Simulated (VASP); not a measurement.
Level of theory: r2SCAN meta-GGA with spin-orbit coupling, VASP's PBE PAW potentials (set 64) (plane waves; VASP 6.6.1).

VASP input:

File POSCAR:
```
CsCl
1
    4.1428824753    -0.0000000000    -0.0000000000
    0.0000000000     4.1428824753     0.0000000000
    0.0000000000     0.0000000000     4.1428824753
Cs Cl
1 1
Direct
  0.0000000000   0.0000000000   0.0000000000
  0.5000000000   0.5000000000   0.5000000000
```

**KPOINTS**
```
kpoints
0
gamma
  6 6 6
0 0 0
```

### INCAR
```
! general
SYSTEM     = CsCl
PREC       = Accurate
ENCUT      = 400   ! plane-wave cut-off (eV)
LREAL      = .False.   ! projection in real space or not
LASPH      = .True.   ! aspherical one-centre terms

! electronic loop
EDIFF      = 1E-6   ! SCF stop (eV)
NELM       = 100   ! most electronic steps
ALGO       = Normal   ! blocked Davidson
LMAXMIX    = 4   ! l cut-off of mixed one-centre charges
LMIXTAU    = .True.

! smearing
ISMEAR     = 0   ! Gaussian
SIGMA      = 0.05   ! width (eV)

! functional
METAGGA    = R2SCAN
GGA_COMPAT = .False.

! spin
MAGMOM     = 0 0 0 0 0 0
LSORBIT    = .True.

! output
LWAVE      = .False.
LCHARG     = .False.
```

**KPOINTS_OPT**
```
k-points along high-symmetry lines
8
Line-mode
Reciprocal
  0.000000   0.000000   0.000000 ! GAMMA
  0.000000   0.500000   0.000000 ! X

  0.000000   0.500000   0.000000 ! X
  0.500000   0.500000   0.000000 ! M

  0.500000   0.500000   0.000000 ! M
  0.000000   0.000000   0.000000 ! GAMMA

  0.000000   0.000000   0.000000 ! GAMMA
  0.500000   0.500000   0.500000 ! R

  0.500000   0.500000   0.500000 ! R
  0.000000   0.500000   0.000000 ! X

  0.500000   0.500000   0.500000 ! R
  0.500000   0.500000   0.000000 ! M
```

POTCAR, in this order: Cs_sv Cl (PBE.64 set). Program: vasp_ncl.

Output

**OSZICAR**
```
       N       E                     dE             d eps       ncg     rms          rms(c)
DAV:   1     0.620030895067E+02    0.62003E+02   -0.59732E+03   960   0.955E+02
DAV:   2    -0.324113377885E+02   -0.94414E+02   -0.90804E+02  1440   0.189E+02
DAV:   3    -0.396623196185E+02   -0.72510E+01   -0.72312E+01  1248   0.593E+01
DAV:   4    -0.397413077365E+02   -0.78988E-01   -0.78965E-01  1120   0.753E+00
DAV:   5    -0.397424659167E+02   -0.11582E-02   -0.11581E-02  1240   0.892E-01    0.237E+00
DAV:   6    -0.359248307782E+02    0.38176E+01   -0.82517E-01  1112   0.842E+00    0.268E+00
DAV:   7    -0.349841274783E+02    0.94070E+00   -0.61490E-01  1144   0.684E+00    0.615E-01
DAV:   8    -0.359355915467E+02   -0.95146E+00   -0.46382E-01  1000   0.616E+00    0.121E+00
DAV:   9    -0.356852194717E+02    0.25037E+00   -0.37096E-01   976   0.726E+00    0.684E-01
DAV:  10    -0.356618282784E+02    0.23391E-01   -0.34138E-01   960   0.619E+00    0.112E-01
DAV:  11    -0.356733165133E+02   -0.11488E-01   -0.10130E-02  1160   0.121E+00    0.128E-01
DAV:  12    -0.356672645232E+02    0.60520E-02   -0.38440E-03  1064   0.686E-01    0.170E-01
DAV:  13    -0.356736492084E+02   -0.63847E-02   -0.23514E-03  1040   0.534E-01    0.717E-02
DAV:  14    -0.356744084072E+02   -0.75920E-03   -0.66109E-04  1112   0.302E-01    0.808E-03
DAV:  15    -0.356744128768E+02   -0.44697E-05   -0.23710E-05  1136   0.507E-02    0.451E-03
DAV:  16    -0.356744168547E+02   -0.39779E-05   -0.29003E-06  1152   0.222E-02    0.345E-03
DAV:  17    -0.356744164829E+02    0.37186E-06   -0.90879E-07   864   0.112E-02
   1 F= -.35674416E+02 E0= -.35674416E+02  d E =-.182445E-14  mag=     0.0000     0.0000    -0.0000
       N       E                     dE             ncg
       N       E                     dE             ncg
       N       E                     dE             ncg
```

OUTCAR:
```
------------------------ aborting loop because EDIFF is reached ----------------------------------------
  FORCE on cell =-STRESS in cart. coord.  units (eV):
  Direction    XX          YY          ZZ          XY          YZ          ZX
  --------------------------------------------------------------------------------------
  Total       -0.0203257     -0.0203257     -0.0203257      0.0000000      0.0000000     -0.0000000
  in kB       -0.4579820     -0.4579820     -0.4579820      0.0000000      0.0000000     -0.0000000
  external PRESSURE =      -0.4579820 kB  Pullay stress =       0.0000000 kB
  volume of cell :       71.11
      direct lattice vectors                 reciprocal lattice vectors
     4.142882475  0.000000000  0.000000000     0.241377834  0.000000000  0.000000000
     0.000000000  4.142882475  0.000000000     0.000000000  0.241377834  0.000000000
     0.000000000  0.000000000  4.142882475     0.000000000  0.000000000  0.241377834
 POSITION                                       TOTAL-FORCE (eV/Angst)
 -----------------------------------------------------------------------------------
      0.00000      0.00000      0.00000         0.000000      0.000000      0.000000
      2.07144      2.07144      2.07144         0.000000      0.000000      0.000000
 -----------------------------------------------------------------------------------
    total drift:                                0.000000      0.000000      0.000000
  FREE ENERGIE OF THE ION-ELECTRON SYSTEM (eV)
  ---------------------------------------------------
  free  energy   TOTEN  =       -35.6744164829 eV

  energy  without entropy=      -35.6744164829  energy(sigma->0) =      -35.67441648

 Ion:    1  E_soc:     -0.3070469

 Ion:    2  E_soc:     -0.0029531
```
(Selected blocks of OUTCAR.)

The compound is CsCl in the CsCl type structure. It was relaxed first.
